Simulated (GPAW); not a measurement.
Here is a GPAW 26.7.0 calculation.

File run.py:

```python
from ase.dft.bandgap import bandgap
from ase.io import read, write
from ase.units import Bohr, GPa
from gpaw import GPAW, PW
from gpaw.elf import elf_from_dft_calculation

atoms = read('POSCAR')

calc = GPAW(mode=PW(510),
            xc='MGGA_X_R2SCAN+MGGA_C_R2SCAN',
            kpts={'size': (4, 4, 4), 'gamma': True},
            occupations={'name': 'fermi-dirac', 'width': 0.01},
            nbands=18,
            convergence={'density': 1e-05, 'energy': 1e-05},
            maxiter=150,
            txt='gpaw.txt')
atoms.calc = calc
energy = atoms.get_potential_energy()
forces = atoms.get_forces()
stress = atoms.get_stress()
calc.write('gs.gpw')
write('result.traj', atoms)
print(f'Energy: {energy:.6f} eV')
print('Forces (eV/A):')
print(forces.round(4))
print('Stress (GPa):', (stress / GPa).round(3))
print('Fermi level:', round(calc.get_fermi_level(), 4), 'eV')
print(f'Gap: {bandgap(calc)[0]:.4f} eV, direct: {bandgap(calc, direct=True)[0]:.4f} eV')

# fields on the real-space grid
write('density.cube', atoms, data=calc.get_pseudo_density() * Bohr**3)
write('potential.cube', atoms, data=calc.get_electrostatic_potential())
write('elf.cube', atoms, data=elf_from_dft_calculation(calc).data)
```

The input POSCAR:

```
GaSb
1.0
    0.0000000000      3.0590000000      3.0590000000
    3.0590000000      0.0000000000      3.0590000000
    3.0590000000      3.0590000000      0.0000000000
Sb Ga
1 1
Direct
    0.7500000000      0.7500000000      0.7500000000
    0.0000000000      0.0000000000      0.0000000000
```

Potentials or basis: GPAW PAW data sets (gpaw-data 1.2.1), pw.

Command:

```console
$ OMP_NUM_THREADS=1 python run.py
```

Task: Estimate the band gap on the k mesh.

Result: 0.51 eV, direct.

Task: Estimate the pressure.

Result: 0.1 GPa.

Caveat: the k mesh is coarse (spacing up to 0.44 Å⁻¹), so the values aren't converged; the cutoff is short for stress and forces, so pressures can be off by a GPa or more; the PAW data sets were made with another functional, which shifts forces and pressure a little; spin-orbit coupling is left out, which moves the levels of the heavy elements. A k mesh can miss the band edges.
